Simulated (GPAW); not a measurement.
# Te2Mo in GPAW: reference runs

Reference runs on Te2Mo: the cell as given and a disturbed copy.

All numbers are computed with GPAW 26.7.0; they aren't measurements. Logs are shortened: lines on timing, memory, paths and dates and some standing lists are left out, and cuts for length are marked. The log counts tension as positive stress, the text compression.

## Step 1: Starting point

The cell holds a slab with vacuum, 3 atoms: a = 3.560 Å, b = 3.560 Å, c = 17.524 Å, α = 90.00°, β = 90.00°, γ = 120.00°.

## Step 2: Single point, PBE

Input file run.py:

```python
from ase import Atoms
from ase.dft.bandgap import bandgap
from ase.io import write
from ase.units import Bohr, GPa
from gpaw import GPAW, PW
from gpaw.elf import elf_from_dft_calculation

atoms = Atoms(['Te', 'Te', 'Mo'],
              cell=[[3.560232814, 0.0, 0.0],
                    [-1.780116407, 3.0832520603, 0.0],
                    [0.0, 0.0, 17.52405782]],
              scaled_positions=[[0.3333333333, 0.6666666667, 0.10214455],
                                [0.3333333333, 0.6666666667, 0.89785545],
                                [0.0, 0.0, 0.0]],
              pbc=True)

calc = GPAW(mode=PW(600),
            xc='PBE',
            kpts={'size': (9, 9, 2), 'gamma': True},
            occupations={'name': 'fermi-dirac', 'width': 0.05},
            nbands=25,
            convergence={'density': 1e-05, 'energy': 1e-05},
            maxiter=150,
            txt='gpaw.txt')
atoms.calc = calc
energy = atoms.get_potential_energy()
forces = atoms.get_forces()
stress = atoms.get_stress()
calc.write('gs.gpw')
write('result.traj', atoms)
print(f'Energy: {energy:.6f} eV')
print('Forces (eV/A):')
print(forces.round(4))
print('Stress (GPa):', (stress / GPa).round(3))
print('Fermi level:', round(calc.get_fermi_level(), 4), 'eV')
print(f'Gap: {bandgap(calc)[0]:.4f} eV, direct: {bandgap(calc, direct=True)[0]:.4f} eV')

# fields on the real-space grid
write('density.cube', atoms, data=calc.get_pseudo_density() * Bohr**3)
write('potential.cube', atoms, data=calc.get_electrostatic_potential())
write('elf.cube', atoms, data=elf_from_dft_calculation(calc).data)
```

Potentials or basis: GPAW PAW data sets (gpaw-data 1.2.1), pw.

The run is started by

```console
OMP_NUM_THREADS=1 python run.py
```

gpaw.txt:

```text
__  _  _
 | _ |_)|_||  |
 |__||  | ||/\| - 26.7.0

Input parameters:
  mode=PW(ecut=600.0),
  convergence={'density': 1e-05, 'energy': 1e-05},
  kpts=MonkhorstPack(size=(9, 9, 2), gamma=True),
  maxiter=150,
  nbands=25,
  occupations=Occupations(name='fermi-dirac', width=0.05),
  xc=XC(name='PBE')

Diagonalizing LCAO Hamiltonian
Converting LCAO to pw mode

         Te

         Te

       Mo

Atoms  # Å, Bohr magnetons
|   | symbol |         x |        y |         z |    initial magnetic moments |
|---|--------|-----------|----------|-----------|-----------------------------|
| 0 |     Te | -0.000000 | 2.055501 |  1.789987 | ( 0.0000,  0.0000,  0.0000) |
| 1 |     Te | -0.000000 | 2.055501 | 15.734071 | ( 0.0000,  0.0000,  0.0000) |
| 2 |     Mo |  0.000000 | 0.000000 |  0.000000 | ( 0.0000,  0.0000,  0.0000) |

Unit cell  # Å
| periodic |         x |        y |         z |   lengths |     angles |
|----------|-----------|----------|-----------|-----------|------------|
|      yes |  3.560233 | 0.000000 |  0.000000 |  3.560233 |  90.000000 |
|      yes | -1.780116 | 3.083252 |  0.000000 |  3.560233 |  90.000000 |
|      yes |  0.000000 | 0.000000 | 17.524058 | 17.524058 | 120.000000 |

Number of symmetries: 12
Symmetry operations  # r_c * U_cc + t_c -> r_c
|    | kind |            matrix            |
|----|------|------------------------------|
|  0 |  σ   |  1, 1, 0,  0,-1, 0,  0, 0, 1 |
|  1 |  C2  |  1, 1, 0,  0,-1, 0,  0, 0,-1 |
|  2 |  E   |  1, 0, 0,  0, 1, 0,  0, 0, 1 |
|  3 |  σ   |  1, 0, 0,  0, 1, 0,  0, 0,-1 |
|  4 |  C3  |  0, 1, 0, -1,-1, 0,  0, 0, 1 |
|  5 |  S3  |  0, 1, 0, -1,-1, 0,  0, 0,-1 |
|  6 |  σ   |  0,-1, 0, -1, 0, 0,  0, 0, 1 |
|  7 |  C2  |  0,-1, 0, -1, 0, 0,  0, 0,-1 |
|  8 |  σ   | -1, 0, 0,  1, 1, 0,  0, 0, 1 |
|  9 |  C2  | -1, 0, 0,  1, 1, 0,  0, 0,-1 |
| 10 |  C3  | -1,-1, 0,  1, 0, 0,  0, 0, 1 |
| 11 |  S3  | -1,-1, 0,  1, 0, 0,  0, 0,-1 |

BZ-sampling:
  Number of BZ points: 162
  Number of IBZ points: 24

  Monkhorst-Pack size: [9, 9, 2]
  Monkhorst-Pack shift: [0.0, 0.0, 0.25]

K-points  # in reciprocal-cell coordinates
|     |                                coordinates |     weight |
|-----|--------------------------------------------|------------|
|   0 | (  0.00000000,   0.00000000,   0.00000000) | 0.00617284 |
|   1 | (  0.00000000,   0.00000000,   0.50000000) | 0.00617284 |
|   2 | (  0.11111111,   0.00000000,   0.00000000) | 0.03703704 |
|   3 | (  0.11111111,   0.00000000,   0.50000000) | 0.03703704 |
|   4 | (  0.22222222,  -0.11111111,   0.00000000) | 0.03703704 |
|   5 | (  0.22222222,  -0.11111111,   0.50000000) | 0.03703704 |
|   6 | (  0.22222222,   0.00000000,   0.00000000) | 0.03703704 |
|   7 | (  0.22222222,   0.00000000,   0.50000000) | 0.03703704 |
|   8 | (  0.33333333,  -0.11111111,   0.00000000) | 0.07407407 |
|   9 | (  0.33333333,  -0.11111111,   0.50000000) | 0.07407407 |
| ... |                                            |            |
|  23 | (  0.44444444,   0.44444444,   0.50000000) | 0.03703704 |

Plane wave coefficients: 6452
Cutoff: 600.0 eV

Spin-components: 1 (collinear spins)
Bands:           25
Projectors:      16
Spin-degeneracy: 2
Datatype:        complex128

Parallelization:
  kpt:    1
  domain: 1
  band:   1

Density:
  Valence electrons: 26.0
  Components: 1
  Grid points: [ 21  21 100]
  Charge: 0.0  # |e|

Potential:
  Grid points: [ 21  21 100]

species:
  Te:
    name:    Tellurium
    Z:       52.0
    valence: 6
    core:    46
    charge:  0.0  # [|e|]
    compensation charges:
      type: gauss
      rc: 0.36  # [Å]
      lmax: 2
    cutoffs:
      filter: 2.09  # [Å]
      core: 3.17  # [Å]
    projectors
    | kind |    occ | energy [eV] | rcut [Å] |
    |------|--------|-------------|----------|
    |   5s |  2.000 |     -15.089 |    1.180 |
    |   5p |  4.000 |      -5.955 |    1.196 |
    |    s |        |      12.123 |    1.180 |
    |    p |        |      21.256 |    1.196 |
    |    d |        |       0.000 |    1.238 |

    Using partial waves for Te as LCAO basis

  Mo:
    name:    Molybdenum
    Z:       42.0
    valence: 14
    core:    28
    charge:  0.0  # [|e|]
    compensation charges:
      type: gauss
      rc: 0.38  # [Å]
      lmax: 2
    cutoffs:
      filter: 2.16  # [Å]
      core: 1.42  # [Å]
    projectors
    | kind |    occ | energy [eV] | rcut [Å] |
    |------|--------|-------------|----------|
    |   4s |  2.000 |     -64.307 |    1.238 |
    |   5s |  1.000 |      -4.084 |    1.238 |
    |   4p |  6.000 |     -38.491 |    1.296 |
    |   5p |  0.000 |      -1.044 |    1.296 |
    |   4d |  5.000 |      -3.754 |    1.296 |
    |    d |        |      23.458 |    1.296 |

    Using partial waves for Mo as LCAO basis

Reference energy: -479715.439499  # eV

eigensolver:
  PPCG
  Converge bands: occupied
  niter=2

density mixing:
  MSR1-Mixer
  Pratt-step length: 0.05
  Maximum mixing coefficient: 0.75
  Old densities: 10
  SVD Regularization: 0.005
  Good broyden scale: 1.0
  Trust region scale: 1.0
  Backstep threshold: 4.0
  History deletion threshold: 6.0
  Fourier metric: weight=20.0, sigma=0.015

occupation numbers:
  Fermi-Dirac:
    width: 0.0500  # eV

poisson solver:
  ecut: 4800.0  # eV

xc functional:
  name: PBE with 2 nearest neighbor stencil

convergence criteria:
[... 6 lines left out ...]
|iter     | |      energy | eigst |  dens |
|---------|-|-------------|-------|-------|
|iter:   1| |  -19.278313 | +0.26 |       |
|iter:   2| |  -19.061353 | -1.54 | -1.06 |
|iter:   3| |  -18.591897 | -1.60 | -1.11 |
|iter:   4| |  -18.526527 | -1.95 | -1.42 |
|iter:   5| |  -18.526780 | -2.84 | -1.80 |
|iter:   6| |  -18.521867 | -3.22 | -2.01 |
|iter:   7| |  -18.521936 | -4.46 | -2.85 |
|iter:   8| |  -18.521945c| -5.28 | -3.42 |
|iter:   9| |  -18.521945c| -6.24 | -4.09 |
|iter:  10| |  -18.521945c| -7.08 | -4.84 |
|iter:  11| |  -18.521945c| -7.53c| -5.25c|

Converged in 11 steps
Energy contributions relative to reference atoms: (reference = -479715.439499)

Energy contributions:
  Kinetic:           5.611069
  Coulomb:          -9.971028
  Zero:             -0.058269
  External:          0.000000
  Xc:              -14.103715
  Entropy:          -0.000002
  Spinorbit:         0.000000
  ----------------------------
  Free energy:     -18.521946
  Extrapolated:    -18.521945

dipole moment: (-12.414890, -8.136957, -65.239656)  # |e|*Ang

Fermi level: 0.611
Eigenvalues  # (at kpt = [0.000, 0.000, 0.000])
| band index |      eig [eV] | occ [0-2] |
|------------|---------------|-----------|
|          0 |       -60.615 |     2.000 |
|        ... |               |           |
|          5 |       -11.454 |     2.000 |
|          6 |        -4.802 |     2.000 |
|          7 |        -1.596 |     2.000 |
|          8 |        -1.596 |     2.000 |
|          9 |        -1.534 |     2.000 |
|         10 |        -0.805 |     2.000 |
[... 8 lines left out ...]
|         19 |         5.600 |     0.000 |
|         20 |         6.386 |     0.000 |
|        ... |               |           |
|         24 |         9.314 |     0.000 |

Gap: 1.038 eV
Transition (v -> c):
  (s=0, k=12, n=12, [0.33, 0.33, 0.00]) -> (s=0, k=13, n=13, [0.33, 0.33, 0.50])
Direct/indirect transitions are different
Direct gap: 1.038 eV
Transition at: (s=0, k=12, n=12, [0.33, 0.33, 0.00])

Forces  # eV/Ang
|        x |        y |        z |
|----------|----------|----------|
| -0.00000 | -0.00000 |  0.14355 |  # Te   0
| -0.00000 | -0.00000 | -0.14355 |  # Te   1
|  0.00000 |  0.00000 |  0.00000 |  # Mo   2

Stress tensor  # eV/Ang^3
|        x |        y |         z |
|----------|----------|-----------|
| 0.000429 | 0.000000 |  0.000000 |
| 0.000000 | 0.000429 |  0.000000 |
| 0.000000 | 0.000000 | -0.002621 |

# Writing to gs.gpw (mode='')
```

stdout:

```text
Energy: -18.521945 eV
Forces (eV/A):
[[-0.     -0.      0.1436]
 [-0.     -0.     -0.1436]
 [ 0.      0.      0.    ]]
Stress (GPa): [ 0.069  0.069 -0.42   0.     0.     0.   ]
Fermi level: 0.6115 eV
Gap: 1.0375 eV, direct: 1.0375 eV
```

Wall time 75 s (1 thread of Arm Neoverse V2, shared host); peak memory 0.29 GiB.

Results:

| Item | Value |
| --- | --- |
| Free energy | -18.5219 eV |
| Largest force | 0.144 eV/Å |
| Band gap on the k mesh | 1.04 eV, direct |

Forces in eV/Å, atoms in the order of the input:
```
Te   0.000  0.000  0.144
Te   0.000  0.000 -0.144
Mo   0.000  0.000  0.000
```

Stress tensor (GPa, compression positive):
```
-0.07  0.00  0.00
 0.00 -0.07  0.00
 0.00  0.00  0.42
```

Caveat: spin-orbit coupling is left out, which moves the levels of the heavy elements. PBE gaps usually lie below the measured ones, often by a third to a half.

## Step 3: Single point, PBE (atoms moved at random, drawn with an rms of 0.05 Å)

run.py, as its differences from that of step 2:

```diff
@@ -3,5 +3,4 @@
 from ase.io import write
-from ase.units import Bohr, GPa
+from ase.units import GPa
 from gpaw import GPAW, PW
-from gpaw.elf import elf_from_dft_calculation
 
@@ -11,5 +10,5 @@
                     [0.0, 0.0, 17.52405782]],
-              scaled_positions=[[0.3333333333, 0.6666666667, 0.10214455],
-                                [0.3333333333, 0.6666666667, 0.89785545],
-                                [0.0, 0.0, 0.0]],
+              scaled_positions=[[0.330865, 0.670728, 0.099497],
+                                [0.342878, 0.66316, 0.897984],
+                                [-0.027059, -0.019396, 0.001144]],
               pbc=True)
@@ -36,6 +35 @@
 print(f'Gap: {bandgap(calc)[0]:.4f} eV, direct: {bandgap(calc, direct=True)[0]:.4f} eV')
-
-# fields on the real-space grid
-write('density.cube', atoms, data=calc.get_pseudo_density() * Bohr**3)
-write('potential.cube', atoms, data=calc.get_electrostatic_potential())
-write('elf.cube', atoms, data=elf_from_dft_calculation(calc).data)
```

Potentials or basis: GPAW PAW data sets (gpaw-data 1.2.1), pw.

The run is started by

```console
OMP_NUM_THREADS=1 python run.py
```

gpaw.txt:

```text
__  _  _
 | _ |_)|_||  |
 |__||  | ||/\| - 26.7.0

Input parameters:
  mode=PW(ecut=600.0),
  convergence={'density': 1e-05, 'energy': 1e-05},
  kpts=MonkhorstPack(size=(9, 9, 2), gamma=True),
  maxiter=150,
  nbands=25,
  occupations=Occupations(name='fermi-dirac', width=0.05),
  xc=XC(name='PBE')

Diagonalizing LCAO Hamiltonian
Converting LCAO to pw mode

         Te

         Te

       Mo

Atoms  # Å, Bohr magnetons
|   | symbol |         x |         y |         z |    initial magnetic moments |
|---|--------|-----------|-----------|-----------|-----------------------------|
| 0 |     Te | -0.016017 |  2.068023 |  1.743591 | ( 0.0000,  0.0000,  0.0000) |
| 1 |     Te |  0.040224 |  2.044689 | 15.736324 | ( 0.0000,  0.0000,  0.0000) |
| 2 |     Mo | -0.061809 | -0.059803 |  0.020048 | ( 0.0000,  0.0000,  0.0000) |

Unit cell  # Å
| periodic |         x |        y |         z |   lengths |     angles |
|----------|-----------|----------|-----------|-----------|------------|
[... 164 lines left out ...]
  External:          0.000000
  Xc:              -14.709703
  Entropy:          -0.000003
  Spinorbit:         0.000000
  ----------------------------
  Free energy:     -18.414228
  Extrapolated:    -18.414227

dipole moment: (0.136716, 14.031129, -63.832244)  # |e|*Ang

Fermi level: 0.556
Eigenvalues  # (at kpt = [0.000, 0.000, 0.000])
| band index |      eig [eV] | occ [0-2] |
|------------|---------------|-----------|
|          0 |       -60.614 |     2.000 |
|        ... |               |           |
|          5 |       -11.467 |     2.000 |
|          6 |        -4.867 |     2.000 |
|          7 |        -1.795 |     2.000 |
|          8 |        -1.656 |     2.000 |
|          9 |        -1.532 |     2.000 |
|         10 |        -1.090 |     2.000 |
[... 8 lines left out ...]
|         19 |         5.623 |     0.000 |
|         20 |         6.331 |     0.000 |
|        ... |               |           |
|         24 |         9.155 |     0.000 |

Gap: 1.009 eV
Transition (v -> c):
  (s=0, k=60, n=12, [0.33, 0.33, 0.00]) -> (s=0, k=60, n=13, [0.33, 0.33, 0.00])
No difference between direct/indirect transitions

Forces  # eV/Ang
|        x |        y |        z |
|----------|----------|----------|
| -0.39908 | -0.54369 |  1.05640 |  # Te   0
| -0.68311 | -0.36628 | -0.13622 |  # Te   1
|  1.08217 |  0.90995 | -0.92030 |  # Mo   2

Stress tensor  # eV/Ang^3
|         x |         y |         z |
|-----------|-----------|-----------|
| -0.005165 | -0.002670 | -0.002843 |
| -0.002670 | -0.000127 |  0.001429 |
| -0.002843 |  0.001429 | -0.010690 |

# Writing to gs.gpw (mode='')
```

stdout:

```text
Energy: -18.414227 eV
Forces (eV/A):
[[-0.3991 -0.5437  1.0564]
 [-0.6831 -0.3663 -0.1362]
 [ 1.0822  0.9099 -0.9203]]
Stress (GPa): [-0.827 -0.02  -1.713  0.229 -0.455 -0.428]
Fermi level: 0.5559 eV
Gap: 1.0089 eV, direct: 1.0089 eV
```

Run time: 4.4 min. Hardware: 1 thread of Arm Neoverse V2, shared host; peak memory 0.52 GiB.

What came out:

```
Free energy            : -18.4142 eV
Largest force          : 1.687 eV/Å
Band gap on the k mesh : 1.01 eV, direct
```

Forces in eV/Å, atoms in the order of the input:
```
Te  -0.399 -0.544  1.056
Te  -0.683 -0.366 -0.136
Mo   1.082  0.910 -0.920
```

Stress tensor (GPa, compression positive):
```
 0.83  0.43  0.46
 0.43  0.02 -0.23
 0.46 -0.23  1.71
```

Levels at points of the mesh, in eV from the valence-band top:
| k point | band 9 | band 10 | band 11 | band 12 | band 13 | band 14 | band 15 | band 16 | band 17 | band 18 |
| --- | --- | --- | --- | --- | --- | --- | --- | --- | --- | --- |
| (0.00, 0.00, 0.00) | -1.70 | -1.58 | -1.14 | -0.67 | -0.30 | 2.76 | 3.18 | 3.46 | 3.59 | 4.25 |
| (0.00, 0.00, 0.50) | -1.70 | -1.58 | -1.14 | -0.67 | -0.30 | 2.76 | 3.18 | 3.46 | 3.59 | 4.37 |

Caveat: spin-orbit coupling is left out, which moves the levels of the heavy elements.
